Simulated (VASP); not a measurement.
Wanted: the native input for a VASP 6.6.1 run.

| Property | Result |
| --- | --- |
| Task | relaxation of cell and atoms |
| Functional | PBE |
| Potentials or basis | VASP PAW PBE potentials, release 64 (Ba_sv, H) |
| Cutoff | 600 eV |
| k mesh | 7 × 7 × 8 |
| Occupations | gaussian, width 0.05 eV |
| Spin | no spin polarisation |
| Further INCAR settings | ALGO = Fast; EDIFF = 1e-06; IBRION = 2; EDIFFG = -0.01; NSW = 40; ISIF = 3 |

The structure of BaH lies in POSCAR:

```
BaH
1.0
    3.9336699600      0.0000000000      0.0000000000
    0.0000000000      3.9336699600      0.0000000000
    0.0000000000      0.0000000000      3.4838790800
Ba H
1 1
Direct
    0.5000000000      0.5000000000      0.0000000000
    0.0000000000      0.0000000000      0.0000000000
```

The cell was built by a generator and needn't be a form met in nature.

One way to write it, as run:

INCAR

```
  PREC = Accurate
  ENCUT = 600
  EDIFF = 1E-6
  ISMEAR = 0
  SIGMA = 0.05
  LREAL = F
  LASPH = T
  NELM = 60
  ALGO = Fast
  ISIF = 3
  LWAVE = F
  LCHARG = F
  GGA = PE
  IBRION = 2
  NSW = 40
  EDIFFG = -0.01
```

KPOINTS

```
regular mesh
0
Gamma
  7 7 8
```

Potentials or basis: VASP PAW PBE potentials, release 64 (Ba_sv, H).

Launch:

```bash
$ cat potpaw_PBE.64/Ba_sv/POTCAR potpaw_PBE.64/H/POTCAR > POTCAR
$ mpirun -np 1 vasp_std > vasp.out
```

It gave:

```json
{"Relaxed volume": "31.57 Å³/atom", "Relaxed cell": "a = 3.817 Å, b = 3.817 Å, c = 4.334 Å, α = 90.00°, β = 90.00°, γ = 90.00°", "Space group after relaxing (to 0.05 Å)": "P4/mmm (No. 123)", "Energy gained by relaxing": "101.4 meV/atom", "Ionic steps": "11", "Pressure after relaxing": "0.0 GPa", "Band gap on the k mesh": "none (metal or under the smearing width)"}
```

Caveat: the volume moved by over 15 % at a fixed basis, so the end points are rough.

Wall time 5.4 min on 1 thread of AMD EPYC 7R43 64-Core Processor (Zen 3), on a shared host, peak memory 0.16 GiB.
